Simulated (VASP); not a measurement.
# Ir in VASP: work function with PBE

Aim: the work function of Ir with PBE.

Everything below comes from runs of VASP 6.6.1. Logs are shortened: lines on timing, memory, paths and dates and some standing lists are left out, and cuts for length are marked.

### Step 1. The structure

The cell holds a slab with vacuum, 4 atoms: a = 2.719 Å, b = 2.719 Å, c = 27.556 Å, α = 90.00°, β = 90.00°, γ = 120.00°.

The cell was built by a generator and needn't be a form met in nature.

### Step 2. Work function, PBE

INCAR

```
SYSTEM = Ir
  ALGO = Normal
  DIPOL = 0.5 0.5 0.500
  EDIFF = 1E-6
  ENCUT = 520
  GGA = PE
  IDIPOL = 3
  ISIF = 2
  ISMEAR = 1
  KPAR = 2
  LASPH = .TRUE.
  LCHARG = .TRUE.
  LDIPOL = .TRUE.
  LREAL = .FALSE.
  LVACPOTAV = .TRUE.
  LVHAR = .TRUE.
  LWAVE = .FALSE.
  NELM = 80
  PREC = Accurate
  SIGMA = 0.1
```

KPOINTS

```
k-points
0
G
  14 14 1
  0 0 0
```

POSCAR

```
Ir                                      
1.0
    2.7193470000      0.0000000000      0.0000000000
   -1.3596735000      2.3550235400      0.0000000000
    0.0000000000      0.0000000000     27.5564212900
  Ir            
     4
Direct
     0.3333340000000007    0.6666659999999993    0.3796837698423768
     0.0000000000000000    0.0000000000000000    0.4597204763863262
     0.6666669999999968    0.3333330000000032    0.5402795236136739
     0.3333340000000007    0.6666659999999993    0.6203162301576232
```

Potentials or basis: VASP PAW PBE potentials, release 64 (Ir).

On the command line:

```
$ cat potpaw_PBE.64/Ir/POTCAR > POTCAR
$ mpirun -np 2 vasp_std > vasp.out
```

OUTCAR:

```text
SYSTEM = Ir
   EDIFF = 1E-6
   ENCUT = 520
   GGA = PE
   ISIF = 2
   ISMEAR = 1
   LASPH = .TRUE.
   LREAL = .FALSE.
   NELM = 80
   PREC = Accurate

 ion  position               nearest neighbor table
   1  0.333  0.667  0.380-   2 2.71   2 2.71   2 2.71
   2  0.000  0.000  0.460-   1 2.71   1 2.71   1 2.71   3 2.72   3 2.72   3 2.72
   3  0.667  0.333  0.540-   4 2.71   4 2.71   4 2.71   2 2.72   2 2.72   2 2.72
   4  0.333  0.667  0.620-   3 2.71   3 2.71   3 2.71

  LATTYP: Found a hexagonal cell.
 ALAT       =     2.7193470000
 C/A-ratio  =    10.1334700169

  Lattice vectors:

 A1 = (   2.7193470000,   0.0000000000,   0.0000000000)
 A2 = (  -1.3596735000,   2.3550235400,   0.0000000000)
 A3 = (   0.0000000000,   0.0000000000,  27.5564212900)

Analysis of symmetry for initial positions (statically):
=====================================================================
 Subroutine PRICEL returns:
 Original cell was already a primitive cell.

 Routine SETGRP: Setting up the symmetry group for a
 hexagonal supercell.

 Subroutine GETGRP returns: Found 12 space group operations
 (whereof  6 operations were pure point group operations)
 out of a pool of 24 trial point group operations.

The static configuration has the point symmetry C_3v.
 The point group associated with its full space group is D_3d.

Analysis of symmetry for dynamics (positions and initial velocities):
=====================================================================
 Subroutine PRICEL returns:
 Original cell was already a primitive cell.

 Routine SETGRP: Setting up the symmetry group for a
 hexagonal supercell.

 Subroutine GETGRP returns: Found 12 space group operations
 (whereof  6 operations were pure point group operations)
 out of a pool of 24 trial point group operations.

The dynamic configuration has the point symmetry C_3v.
 The point group associated with its full space group is D_3d.

 Subroutine INISYM returns: Found 12 space group operations
 (whereof  6 operations are pure point group operations),
 and found     1 'primitive' translations

----------------------------------------------------------------------------------------

                                     Primitive cell

  volume of cell :     176.4748

  direct lattice vectors                    reciprocal lattice vectors
     2.719347000  0.000000000  0.000000000     0.367735342  0.212312103  0.000000000
    -1.359673500  2.355023540  0.000000000     0.000000000  0.424624206  0.000000000
     0.000000000  0.000000000 27.556421290     0.000000000  0.000000000  0.036289182

  length of vectors
     2.719347000  2.719346962 27.556421290     0.424624200  0.424624206  0.036289182

  position of ions in fractional coordinates (direct lattice)
     0.333334000  0.666666000  0.379683770
     0.000000000  0.000000000  0.459720476
     0.666667000  0.333333000  0.540279524
     0.333334000  0.666666000  0.620316230

  ion indices of the primitive-cell ions
   primitive index   ion index
                 1           1
                 2           2
                 3           3
                 4           4

----------------------------------------------------------------------------------------

 KPOINTS: k-points

Automatic generation of k-mesh.
 Grid dimensions read from file:
 generate k-points for:   14   14    1

 Generating k-lattice:

  Cartesian coordinates                     Fractional coordinates (reciprocal lattice)
     0.026266810  0.015165150  0.000000000     0.071428571 -0.000000000  0.000000000
     0.000000000  0.030330300  0.000000000     0.000000000  0.071428571  0.000000000
     0.000000000  0.000000000  0.036289182     0.000000000  0.000000000  1.000000000

  Length of vectors
     0.030330300  0.030330300  0.036289182

  Shift w.r.t. Gamma in fractional coordinates (k-lattice)
     0.000000000  0.000000000  0.000000000

 Subroutine IBZKPT returns following result:
 ===========================================

 Found     24 irreducible k-points:

 Following reciprocal coordinates:
            Coordinates               Weight
  0.000000  0.000000  0.000000      1.000000
  0.071429  0.000000  0.000000      6.000000
  0.142857  0.000000  0.000000      6.000000
  0.214286  0.000000  0.000000      6.000000
  0.285714  0.000000  0.000000      6.000000
  0.357143 -0.000000  0.000000      6.000000
[... 16 lines left out ...]
  0.285714  0.285714  0.000000      6.000000
  0.357143  0.285714  0.000000      6.000000
   k-points           NKPTS =     24   k-points in BZ     NKDIM =     24   number of bands    NBANDS=     22
   number of dos      NEDOS =    301   number of ions     NIONS =      4
   total plane-waves  NPLWV =  84000
   dimension x,y,z NGX =    20 NGY =   20 NGZ =  210
   dimension x,y,z NGXF=    40 NGYF=   40 NGZF=  420
   ions per type =               4
   NGX,Y,Z   is equivalent  to a cutoff of  12.23, 12.23, 12.67 a.u.
   NGXF,Y,Z  is equivalent  to a cutoff of  24.45, 24.45, 25.34 a.u.
 SYSTEM =  Ir
   PREC   = accura    normal or accurate (medium, high low for compatibility)
   ISTART =      0    job   : 0-new  1-cont  2-samecut
   ICHARG =      2    charge: 1-file 2-atom 10-const
   ISPIN  =      1    spin polarized calculation?
   LNONCOLLINEAR =      F non collinear calculations
   LSORBIT =      F    spin-orbit coupling
   LASPH  =      T    aspherical Exc in radial PAW
   ENCUT  =  520.0 eV  38.22 Ry    6.18 a.u.   5.06  5.06 51.24*2*pi/ulx,y,z
   NELM   =     80;   NELMIN=  2; NELMDL= -5     # of ELM steps
   EDIFF  = 0.1E-05   stopping-criterion for ELM
   LREAL  =      F    real-space projection
   EDIFFG = 0.1E-04   stopping-criterion for IOM
   NSW    =      0    number of steps for IOM
   IBRION =     -1    ionic relax: 0-MD 1-quasi-New 2-CG
   NFREE  =      0    steps in history (QN), initial steepest desc. (CG)
   ISIF   =      2    stress and relaxation
   ISYM   =      2    0-nonsym 1-usesym 2-fastsym
   POTIM  = 0.5000    time-step for ionic-motion
   TEBEG  =    0.0;   TEEND  =   0.0 temperature during run
   PSTRESS=    0.0 pullay stress
   NELECT =      36.0000    total number of electrons
   NUPDOWN=      -1.0000    fix difference up-down
   EMIN   =  10.00;   EMAX   =-10.00  energy-range for DOS
   EFERMI =   0.00;   METHOD = LEGACY
   ISMEAR =     1;   SIGMA  =   0.10  broadening in eV -4-tet -1-fermi 0-gaus
   EFERMI_NEDOS =   21; number of points for ismear=-14 and -15
   IALGO  =     38    algorithm
   IMIX   =      4    mixing-type and parameters
     AMIX     =   0.40;   BMIX     =  1.00
     AMIX_MAG =   1.60;   BMIX_MAG =  1.00
  volume/ion in A,a.u.               =      44.12       297.73
  Fermi-wavevector in a.u.,A,eV,Ry     =   0.963714  1.821155 12.636334  0.928744
  Thomas-Fermi vector in A             =   2.093283
   LORBIT       =      0    0 simple, 1 ext, 2 COOP (PROOUT), +10 PAW based schemes
   GGA     = PE    functional components
   LHFCALC =     F    Hartree Fock is set to
   AEXX    =    0.0000 exact exchange contribution
   IVDW    =     0    specifies the selected vdW correction
   LEPSILON=     F    determine dielectric tensor
   LRPA    =     F    only Hartree local field effects (RPA)
 non-spin polarized calculation
 Methfessel and Paxton  Order N= 1 SIGMA  =   0.10
  energy-cutoff  :      520.00
  volume of cell :      176.47
 maximum number of plane-waves:      4797
   NGX = 11   NGY = 11   NGZ =103

 number of electron      36.0000002 magnetization

 dipolmoment           0.000000      0.000000      0.000000 electrons x Angstroem

 Free energy of the ion-electron system (eV)
  ---------------------------------------------------
  ext. energy  EPLUGINS =         0.00000000
  ---------------------------------------------------
  free energy    TOTEN  =       -33.61500947 eV

  energy without entropy =      -33.61642746  energy(sigma->0) =      -33.61548213

 E-fermi :  -0.4851     XC(G=0):  -5.2568

 val. band max:       -0.5501564412   @ k =   0.1429   0.0000   0.0000
 cond. band min:      -0.4787416938   @ k =   0.2143   0.0714   0.0000
 fundamental gap:      0.0714147475
 Fermi energy:        -0.4850703780

 k-point     1 :       0.0000    0.0000    0.0000
  band No.  band energies     occupation
      1     -10.9097      2.00000
      2      -9.4455      2.00000
      3      -8.2174      2.00000
      4      -8.1895      2.00000
      5      -4.4352      2.00000
      6      -4.2852      2.00000
[... 14 lines left out ...]
     21      -0.3552     -0.06940
     22      -0.3552     -0.06940

 k-point     2 :       0.0714    0.0000    0.0000
  band No.  band energies     occupation
      1     -10.7133      2.00000
      2      -9.2526      2.00000
      3      -8.0272      2.00000
      4      -7.9874      2.00000
      5      -4.5898      2.00000
      6      -4.5223      2.00000
[... 14 lines left out ...]
     21      -0.8966      2.00000
     22      -0.3540     -0.06890

 k-point     3 :       0.1429    0.0000    0.0000
  band No.  band energies     occupation
      1     -10.1570      2.00000
      2      -8.7246      2.00000
      3      -7.5239      2.00000
      4      -7.4317      2.00000
      5      -5.0925      2.00000
      6      -4.8449      2.00000
[... 14 lines left out ...]
     21      -0.5502      1.88307
     22      -0.3535     -0.06865

 k-point     4 :       0.2143    0.0000    0.0000
  band No.  band energies     occupation
      1      -9.3558      2.00000
      2      -8.0599      2.00000
      3      -7.0169      2.00000
      4      -6.7238      2.00000
      5      -5.7211      2.00000
      6      -5.1207      2.00000
[... 14 lines left out ...]
     21      -0.3635     -0.07089
     22      -0.0197     -0.00000

 k-point     5 :       0.2857    0.0000    0.0000
  band No.  band energies     occupation
      1      -8.5576      2.00000
      2      -7.6480      2.00000
      3      -6.9291      2.00000
      4      -6.4945      2.00000
      5      -6.2351      2.00000
      6      -5.4036      2.00000
[... 14 lines left out ...]
     21      -0.3267     -0.04761
     22       0.4366     -0.00000

 k-point     6 :       0.3571   -0.0000    0.0000
  band No.  band energies     occupation
      1      -8.1012      2.00000
      2      -7.6695      2.00000
      3      -7.0346      2.00000
      4      -6.8640      2.00000
      5      -6.4878      2.00000
      6      -5.7243      2.00000
[... 14 lines left out ...]
     21       0.1093     -0.00000
     22       0.5361     -0.00000

 k-point     7 :       0.4286    0.0000    0.0000
  band No.  band energies     occupation
      1      -8.0037      2.00000
      2      -7.8407      2.00000
      3      -7.2625      2.00000
      4      -6.9594      2.00000
      5      -6.7084      2.00000
      6      -5.9461      2.00000
[... 324 lines left out ...]
      6      -5.4028      2.00000
[... 14 lines left out ...]
     21       1.2736     -0.00000
     22       1.4510     -0.00000

 k-point    21 :       0.2857    0.2143    0.0000
  band No.  band energies     occupation
      1      -7.0483      2.00000
      2      -6.9570      2.00000
      3      -6.4624      2.00000
      4      -6.1606      2.00000
      5      -5.6783      2.00000
      6      -5.4108      2.00000
[... 14 lines left out ...]
     21       2.5229      0.00000
     22       2.9976      0.00000

 k-point    22 :       0.3571    0.2143    0.0000
  band No.  band energies     occupation
      1      -7.0768      2.00000
      2      -6.9444      2.00000
      3      -6.4221      2.00000
      4      -6.1148      2.00000
      5      -5.7961      2.00000
      6      -5.4669      2.00000
[... 14 lines left out ...]
     21       3.7321      0.00000
     22       4.4845      0.00000

 k-point    23 :       0.2857    0.2857    0.0000
  band No.  band energies     occupation
      1      -6.7922      2.00000
      2      -6.6750      2.00000
      3      -6.2767      2.00000
      4      -5.7581      2.00000
      5      -5.7440      2.00000
      6      -5.5197      2.00000
[... 14 lines left out ...]
     21       3.7560      0.00000
     22       4.6610      0.00000

 k-point    24 :       0.3571    0.2857    0.0000
  band No.  band energies     occupation
      1      -6.6998      2.00000
      2      -6.5169      2.00000
      3      -6.2045      2.00000
      4      -5.8545      2.00000
      5      -5.8245      2.00000
      6      -5.3730      2.00000
[... 14 lines left out ...]
     21       4.8645      0.00000
     22       4.9435      0.00000

------------------------ aborting loop because EDIFF is reached ----------------------------------------

  FORCE on cell =-STRESS in cart. coord.  units (eV):
  Direction    XX          YY          ZZ          XY          YZ          ZX
  --------------------------------------------------------------------------------------
  -------------------------------------------------------------------------------------
  Total       -1.9867650     -1.9867649     -0.0643190      0.0000000      0.0000000      0.0000000
  in kB      -18.0374185    -18.0374178     -0.5839384      0.0000000      0.0000000      0.0000000
  external PRESSURE =     -12.2195915 kB  Pullay stress =       0.0000000 kB

 VOLUME and BASIS-vectors are now :
 -----------------------------------------------------------------------------
  energy-cutoff  :      520.00
  volume of cell :      176.47
      direct lattice vectors                 reciprocal lattice vectors
     2.719347000  0.000000000  0.000000000     0.367735342  0.212312103  0.000000000
    -1.359673500  2.355023540  0.000000000     0.000000000  0.424624206  0.000000000
     0.000000000  0.000000000 27.556421290     0.000000000  0.000000000  0.036289182

 POSITION                                       TOTAL-FORCE (eV/Angst)
 -----------------------------------------------------------------------------------
      0.00000      1.57001     10.46273        -0.000000     -0.000000      0.005623
      0.00000      0.00000     12.66825         0.000000      0.000000     -0.000107
      1.35967      0.78501     14.88817        -0.000000     -0.000000      0.000107
      0.00000      1.57001     17.09370         0.000000      0.000000     -0.005623
 -----------------------------------------------------------------------------------
    total drift:                               -0.000450      0.000260      0.000064

  FREE ENERGIE OF THE ION-ELECTRON SYSTEM (eV)
  ---------------------------------------------------
  free  energy   TOTEN  =       -33.6150094679 eV

  energy  without entropy=      -33.6164274611  energy(sigma->0) =      -33.61548213

 vacuum level on the upper side and lower side of the slab         5.074         5.074
```

Wall time 29 s (2 MPI ranks of Intel Xeon 6975P-C (Granite Rapids), shared host); peak memory 0.28 GiB.

Results:

- Free energy: -33.6150 eV
- Largest force: 0.006 eV/Å
- Band gap on the k mesh: none (metal or under the smearing width)
- Work function of the upper face: 5.56 eV
- Work function of the lower face: 5.56 eV

Forces in eV/Å, atoms in the order of the input:
```
Ir   0.000  0.000  0.006
Ir   0.000  0.000  0.000
Ir   0.000  0.000  0.000
Ir   0.000  0.000 -0.006
```

Spin-orbit coupling is left out, which matters for the levels of Ir.
